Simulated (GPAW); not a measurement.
Runs of GPAW 26.7.0 on CdS (Hawleyite). Symmetry: F-43m, No. 216, cubic system. The conventional cell has a = 5.833 Å, b = 5.833 Å, c = 5.833 Å, α = 90.00°, β = 90.00°, γ = 90.00°. Around Cd (site symmetry -43m) lie 4 S at 2.53 Å. S (site symmetry -43m) is surrounded by 4 Cd at 2.53 Å. 

| task | level | potentials or basis | spin | fixed moment (μB) | cell | k mesh | cutoff (eV) | optimizer | fmax | max steps | band path | band points | mesh quality | gap on the mesh (eV) | pressure (GPa) |
| --- | --- | --- | --- | --- | --- | --- | --- | --- | --- | --- | --- | --- | --- | --- | --- |
| single point | PBE | GPAW PAW data sets (gpaw-data 1.2.1), pw | off | - | as given | 8 × 8 × 8 | 600 | - | - | - | - | - | not flagged | 1.13 | 2.6 |
| relaxation of cell and atoms | TASK | GPAW PAW data sets (gpaw-data 1.2.1), pw | off | - | relaxed from: volume scaled by 1.04 | 6 × 6 × 6 | 600 | BFGS | 0.01 eV/Å | 40 | - | - | not flagged | (b) | 0.0 |
| electron localisation function | MS2 | GPAW PAW data sets (gpaw-data 1.2.1), pw | collinear, ferromagnetic start | - | volume scaled by 1.15 | 8 × 8 × 8 | 600 | - | - | - | - | - | not flagged | (a) | -5.5 |
| band structure | PBE+D3(BJ) | SG15 ONCV 1.2, pw | off | - | volume scaled by 0.8 | 9 × 9 × 9 | 1100 | - | - | - | GXWKGLUWLK,UX | 100 | not flagged | 1.57 | 24.0 |

Alike in all rows: smearing fermi-dirac 0.05 eV.

Q: Fill in the values left out.

A: (a) 1.16; (b) 2.37.

Caveats: the PAW data sets were made with another functional, which shifts forces and pressure a little (some runs); later steps reuse the first step's grids (some runs).

A k mesh can miss the band edges, and the runs leave out spin-orbit coupling on Cd.

The runs don't all hold the same shells in valence.
